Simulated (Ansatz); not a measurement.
Crystal: Al.

```xyz
2
Lattice="2.8125 0.0000 0.0000 -1.4062 2.4357 0.0000 0.0000 0.0000 4.8669" Properties=species:S:1:pos:R:3 pbc="T T T"
Al    0.0000    1.6238    1.2167
Al    1.4062    0.8119    3.6501
```

This isn't the form of Al at room conditions, which is fcc.

- Program: Ansatz 0.2.0
- Task: single point
- Functional: PBE
- Potentials or basis: all-electron LAPW, scalar-relativistic
- Cutoff: 138 eV (chosen from the basis error)
- Basis error allowed: 0.001 eV/atom
- k mesh: 11 × 11 × 6
- Occupations: fermi-dirac, width 0.05 eV
- Spin: no spin polarisation

On this cell: pressure 0.2 GPa; largest force under 0.003 eV/Å; band gap on the k mesh none (metal or under the smearing width).

The same run follows on a disturbed copy (atoms moved at random, drawn with an rms of 0.05 Å):

```
Al
1.0
     2.81246    0.00000    0.00000
    -1.40623    2.43566    0.00000
     0.00000    0.00000    4.86685
Al
2
Direct
  0.31442 0.64697 0.24540
  0.66979 0.33912 0.75318
```

Question: What does the disturbed cell give?

Answer: The energy (extrapolated to zero smearing) moves by +2.1 meV/atom; pressure 0.3 GPa; largest force 0.136 eV/Å; band gap on the k mesh none (metal or under the smearing width).

Forces on the atoms (eV/Å):
```
Al   0.024  0.046  0.126
Al  -0.024 -0.046 -0.126
```

Stress tensor (GPa, compression positive):
```
 1.81  0.02  0.03
 0.02  1.72  0.06
 0.03  0.06 -2.77
```
